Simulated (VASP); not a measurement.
# BN (Qingsongite) (F-43m) in VASP: single point with LDA

Aim: the single point of BN (Qingsongite) with LDA.

All numbers are computed with VASP 6.6.1; they aren't measurements. Logs are shortened: lines on timing, memory, paths and dates and some standing lists are left out, and cuts for length are marked.

**The experiment to reproduce.**

A printed reference work, monograph reports, for a bulk crystal of BN at 300 K: band gap 6.4 eV (indirect).

The runs below are set against these values where they give the same quantity.

## Step 1: The cell of the first run

The structure is cubic, space group F-43m (No. 216). Conventional cell: a = 3.581 Å, b = 3.581 Å, c = 3.581 Å, α = 90.00°, β = 90.00°, γ = 90.00°. B (site symmetry -43m) has 4 N at 1.55 Å within 2.1 Å. Within 2.1 Å of N (site symmetry -43m) lie 4 B at 1.55 Å.

## Step 2: Single point, LDA

The input, INCAR:

```
  PREC = Accurate
  ENCUT = 600
  EDIFF = 1E-6
  ISMEAR = 0
  SIGMA = 0.01
  LREAL = F
  LASPH = T
  NELM = 120
  ALGO = Normal
  ISIF = 2
  LWAVE = F
  LCHARG = F
  NBANDS = 11
  GGA_COMPAT = F
```

The input, KPOINTS:

```
Automatic mesh
0
Gamma
  10 10 10
```

The input, POSCAR:

```
BN
1.0
   -0.0000000001      1.7903522057      1.7903522055
    1.7903522053      0.0000000001      1.7903522053
    1.7903522055      1.7903522057     -0.0000000001
B N
1 1
Direct
    0.0000000004      0.0000000004      0.0000000004
    0.2499999996      0.2499999996      0.2499999996
```

Potentials or basis: VASP PAW LDA potentials, release 64 (B, N).

Launch:

```console
> cat potpaw_LDA.64/B/POTCAR potpaw_LDA.64/N/POTCAR > POTCAR
> mpirun -np 1 vasp_std > vasp.out
```

OUTCAR:

```text
PREC = Accurate
   ENCUT = 600
   EDIFF = 1E-6
   ISMEAR = 0
   LREAL = F
   LASPH = T
   NELM = 120
   ISIF = 2

 ion  position               nearest neighbor table
   1  0.000  0.000  0.000-   2 1.55   2 1.55   2 1.55   2 1.55
   2  0.250  0.250  0.250-   1 1.55   1 1.55   1 1.55   1 1.55

  LATTYP: Found a face centered cubic cell.
 ALAT       =     3.5807044106

  Lattice vectors:

 A1 = (  -0.0000000001,   1.7903522057,   1.7903522055)
 A2 = (   1.7903522053,   0.0000000001,   1.7903522053)
 A3 = (   1.7903522055,   1.7903522057,  -0.0000000001)

Analysis of symmetry for initial positions (statically):
=====================================================================
 Subroutine PRICEL returns:
 Original cell was already a primitive cell.

 Routine SETGRP: Setting up the symmetry group for a
 face centered cubic supercell.

 Subroutine GETGRP returns: Found 24 space group operations
 (whereof 24 operations were pure point group operations)
 out of a pool of 48 trial point group operations.

The static configuration has the point symmetry T_d .

Analysis of symmetry for dynamics (positions and initial velocities):
=====================================================================
 Subroutine PRICEL returns:
 Original cell was already a primitive cell.

 Routine SETGRP: Setting up the symmetry group for a
 face centered cubic supercell.

 Subroutine GETGRP returns: Found 24 space group operations
 (whereof 24 operations were pure point group operations)
 out of a pool of 48 trial point group operations.

The dynamic configuration has the point symmetry T_d .

 Subroutine INISYM returns: Found 24 space group operations
 (whereof 24 operations are pure point group operations),
 and found     1 'primitive' translations

----------------------------------------------------------------------------------------

                                     Primitive cell

  volume of cell :      11.4775

  direct lattice vectors                    reciprocal lattice vectors
    -0.000000000  1.790352206  1.790352206    -0.279274658  0.279274658  0.279274658
     1.790352205  0.000000000  1.790352205     0.279274658 -0.279274658  0.279274658
     1.790352206  1.790352206 -0.000000000     0.279274658  0.279274658 -0.279274658

  length of vectors
     2.531940371  2.531940370  2.531940371     0.483717897  0.483717897  0.483717897

  position of ions in fractional coordinates (direct lattice)
     0.000000000  0.000000000  0.000000000
     0.250000000  0.250000000  0.250000000

  ion indices of the primitive-cell ions
   primitive index   ion index
                 1           1
                 2           2

----------------------------------------------------------------------------------------

 KPOINTS: Automatic mesh

Automatic generation of k-mesh.
 Grid dimensions read from file:
 generate k-points for:   10   10   10

 Generating k-lattice:

  Cartesian coordinates                     Fractional coordinates (reciprocal lattice)
    -0.027927466  0.027927466  0.027927466     0.100000000  0.000000000 -0.000000000
     0.027927466 -0.027927466  0.027927466     0.000000000  0.100000000  0.000000000
     0.027927466  0.027927466 -0.027927466     0.000000000  0.000000000  0.100000000

  Length of vectors
     0.048371790  0.048371790  0.048371790

  Shift w.r.t. Gamma in fractional coordinates (k-lattice)
     0.000000000  0.000000000  0.000000000

 Subroutine IBZKPT returns following result:
 ===========================================

 Found     47 irreducible k-points:

 Following reciprocal coordinates:
            Coordinates               Weight
  0.000000  0.000000  0.000000      1.000000
  0.100000  0.000000 -0.000000      8.000000
  0.200000  0.000000 -0.000000      8.000000
  0.300000  0.000000 -0.000000      8.000000
  0.400000  0.000000 -0.000000      8.000000
  0.500000  0.000000 -0.000000      4.000000
[... 16 lines left out ...]
  0.300000  0.300000 -0.000000      6.000000
  0.400000  0.300000 -0.000000     24.000000
 [... further k-points ...]
   k-points           NKPTS =     47   k-points in BZ     NKDIM =     47   number of bands    NBANDS=     11
   number of dos      NEDOS =    301   number of ions     NIONS =      2
   total plane-waves  NPLWV =   8000
   dimension x,y,z NGX =    20 NGY =   20 NGZ =   20
   dimension x,y,z NGXF=    40 NGYF=   40 NGZF=   40
   ions per type =               1   1
   NGX,Y,Z   is equivalent  to a cutoff of  13.13, 13.13, 13.13 a.u.
   NGXF,Y,Z  is equivalent  to a cutoff of  26.26, 26.26, 26.26 a.u.
 SYSTEM =  unknown system
   PREC   = accura    normal or accurate (medium, high low for compatibility)
   ISTART =      0    job   : 0-new  1-cont  2-samecut
   ICHARG =      2    charge: 1-file 2-atom 10-const
   ISPIN  =      1    spin polarized calculation?
   LNONCOLLINEAR =      F non collinear calculations
   LSORBIT =      F    spin-orbit coupling
   LASPH  =      T    aspherical Exc in radial PAW
   ENCUT  =  600.0 eV  44.10 Ry    6.64 a.u.   5.06  5.06  5.06*2*pi/ulx,y,z
   NELM   =    120;   NELMIN=  2; NELMDL= -5     # of ELM steps
   EDIFF  = 0.1E-05   stopping-criterion for ELM
   LREAL  =      F    real-space projection
   EDIFFG = 0.1E-04   stopping-criterion for IOM
   NSW    =      0    number of steps for IOM
   IBRION =     -1    ionic relax: 0-MD 1-quasi-New 2-CG
   NFREE  =      0    steps in history (QN), initial steepest desc. (CG)
   ISIF   =      2    stress and relaxation
   ISYM   =      2    0-nonsym 1-usesym 2-fastsym
   POTIM  = 0.5000    time-step for ionic-motion
   TEBEG  =    0.0;   TEEND  =   0.0 temperature during run
   PSTRESS=    0.0 pullay stress
   NELECT =       8.0000    total number of electrons
   NUPDOWN=      -1.0000    fix difference up-down
   EMIN   =  10.00;   EMAX   =-10.00  energy-range for DOS
   EFERMI =   0.00;   METHOD = LEGACY
   ISMEAR =     0;   SIGMA  =   0.01  broadening in eV -4-tet -1-fermi 0-gaus
   EFERMI_NEDOS =   21; number of points for ismear=-14 and -15
   IALGO  =     38    algorithm
   IMIX   =      4    mixing-type and parameters
     AMIX     =   0.40;   BMIX     =  1.00
     AMIX_MAG =   1.60;   BMIX_MAG =  1.00
  volume/ion in A,a.u.               =       5.74        38.73
  Fermi-wavevector in a.u.,A,eV,Ry     =   1.451520  2.742975 28.666254  2.106910
  Thomas-Fermi vector in A             =   2.569008
   LORBIT       =      0    0 simple, 1 ext, 2 COOP (PROOUT), +10 PAW based schemes
   GGA     = CA    functional components
   LHFCALC =     F    Hartree Fock is set to
   AEXX    =    0.0000 exact exchange contribution
   IVDW    =     0    specifies the selected vdW correction
   LEPSILON=     F    determine dielectric tensor
   LRPA    =     F    only Hartree local field effects (RPA)
 non-spin polarized calculation
 Gauss-broadening in eV      SIGMA  =   0.01
  energy-cutoff  :      600.00
  volume of cell :       11.48
 maximum number of plane-waves:       392
   NGX = 11   NGY = 11   NGZ = 11

 number of electron       7.9999999 magnetization

 Free energy of the ion-electron system (eV)
  ---------------------------------------------------
  ext. energy  EPLUGINS =         0.00000000
  ---------------------------------------------------
  free energy    TOTEN  =       -19.41630314 eV

  energy without entropy =      -19.41630314  energy(sigma->0) =      -19.41630314

 E-fermi :   7.9474     XC(G=0): -13.2428

 val. band max:        7.7499122318   @ k =   0.0000   0.0000   0.0000
 cond. band min:      12.1272113964   @ k =   0.5000   0.5000   0.0000
 fundamental gap:      4.3772991645
 Fermi energy:         7.9474008168

 k-point     1 :       0.0000    0.0000    0.0000
  band No.  band energies     occupation
      1     -12.6466      2.00000
      2       7.7499      2.00000
      3       7.7499      2.00000
      4       7.7499      2.00000
      5      16.5685      0.00000
      6      16.5685      0.00000
      7      16.5685      0.00000
      8      18.6582      0.00000
      9      32.7837      0.00000
     10      35.8916      0.00000
     11      35.8916      0.00000

 k-point     2 :       0.1000    0.0000   -0.0000
  band No.  band energies     occupation
      1     -12.3971      2.00000
      2       6.4647      2.00000
      3       7.4858      2.00000
      4       7.4858      2.00000
      5      16.9248      0.00000
      6      16.9653      0.00000
      7      16.9653      0.00000
      8      19.3806      0.00000
      9      32.3321      0.00000
     10      33.0995      0.00000
     11      33.0995      0.00000

 k-point     3 :       0.2000    0.0000   -0.0000
  band No.  band energies     occupation
      1     -11.6613      2.00000
      2       3.7053      2.00000
      3       6.8947      2.00000
      4       6.8947      2.00000
      5      17.4394      0.00000
      6      17.7805      0.00000
      7      17.7805      0.00000
      8      20.9117      0.00000
      9      31.4981      0.00000
     10      31.5893      0.00000
     11      31.5893      0.00000

 k-point     4 :       0.3000    0.0000   -0.0000
  band No.  band energies     occupation
      1     -10.4918      2.00000
      2       0.6834      2.00000
      3       6.2991      2.00000
      4       6.2991      2.00000
      5      17.8980      0.00000
      6      18.3499      0.00000
      7      18.3499      0.00000
      8      22.1642      0.00000
      9      31.0516      0.00000
     10      31.8539      0.00000
     11      31.8539      0.00000
[... 239 lines left out ...]
 k-point    22 :      -0.2000    0.2000    0.0000
  band No.  band energies     occupation
      1     -10.1054      2.00000
      2       1.5007      2.00000
      3       3.3618      2.00000
      4       6.4106      2.00000
      5      18.4166      0.00000
      6      18.7719      0.00000
      7      19.3926      0.00000
      8      21.8139      0.00000
      9      29.1452      0.00000
     10      30.0968      0.00000
     11      34.9042      0.00000

 k-point    23 :       0.3000    0.3000   -0.0000
  band No.  band energies     occupation
      1      -9.7913      2.00000
      2       2.5410      2.00000
      3       3.9571      2.00000
      4       3.9571      2.00000
      5      13.8744      0.00000
      6      18.6465      0.00000
      7      22.6303      0.00000
      8      22.6303      0.00000
      9      26.7307      0.00000
     10      35.4566      0.00000
     11      40.0717      0.00000

 k-point    24 :       0.4000    0.3000   -0.0000
  band No.  band energies     occupation
      1      -8.7422      2.00000
      2       0.9232      2.00000
      3       3.0979      2.00000
      4       3.5366      2.00000
      5      13.8220      0.00000
      6      18.4716      0.00000
      7      23.4474      0.00000
      8      23.4902      0.00000
      9      27.6535      0.00000
     10      35.1486      0.00000
     11      39.8856      0.00000

 [... further k-points ...]
[... 5 lines left out ...]
  --------------------------------------------------------------------------------------
  -------------------------------------------------------------------------------------
  Total        0.0507782      0.0507782      0.0507782      0.0000000      0.0000000     -0.0000000
  in kB        7.0883071      7.0883071      7.0883071      0.0000000      0.0000000     -0.0000000
  external PRESSURE =       7.0883071 kB  Pullay stress =       0.0000000 kB

 VOLUME and BASIS-vectors are now :
 -----------------------------------------------------------------------------
  energy-cutoff  :      600.00
  volume of cell :       11.48
      direct lattice vectors                 reciprocal lattice vectors
    -0.000000000  1.790352206  1.790352206    -0.279274658  0.279274658  0.279274658
     1.790352205  0.000000000  1.790352205     0.279274658 -0.279274658  0.279274658
     1.790352206  1.790352206 -0.000000000     0.279274658  0.279274658 -0.279274658

 POSITION                                       TOTAL-FORCE (eV/Angst)
 -----------------------------------------------------------------------------------
      0.00000      0.00000      0.00000         0.000000     -0.000000      0.000000
      0.89518      0.89518      0.89518        -0.000000      0.000000     -0.000000
 -----------------------------------------------------------------------------------
    total drift:                                0.000001      0.000001      0.000001

  FREE ENERGIE OF THE ION-ELECTRON SYSTEM (eV)
  ---------------------------------------------------
  free  energy   TOTEN  =       -19.4163031388 eV

  energy  without entropy=      -19.4163031388  energy(sigma->0) =      -19.41630314
```

Wall time 2.4 s (1 thread of Intel Xeon 6975P-C (Granite Rapids), shared host); peak memory 0.11 GiB.

Results:

| Quantity | Value |
| --- | --- |
| Free energy | -19.4163 eV |
| Pressure | 0.7 GPa |
| Band gap on the k mesh | 4.38 eV, indirect (least direct gap 8.82 eV) |

Levels at points of the mesh, in eV from the valence-band top:
```tsv
k point	band 2	band 3	band 4	band 5	band 6	band 7
(0.00, 0.00, 0.00)	0.00	0.00	0.00	8.82	8.82	8.82
(0.50, 0.00, 0.00)	-10.98	-2.00	-2.00	10.59	10.72	10.72
(0.50, 0.50, 0.00)	-9.07	-5.07	-5.07	4.38	9.31	18.14
```

## Step 3: Comparison with measurements

Step 2. Against the measured gap of BN, 6.4 eV (indirect; 300 K; a printed reference work, monograph), the calculated 4.38 eV is off by -2.02 eV. The value is that of LDA on a finite k mesh, which can miss the band edges, without temperature or zero-point motion. Semilocal functionals fall short of measured gaps as a rule.
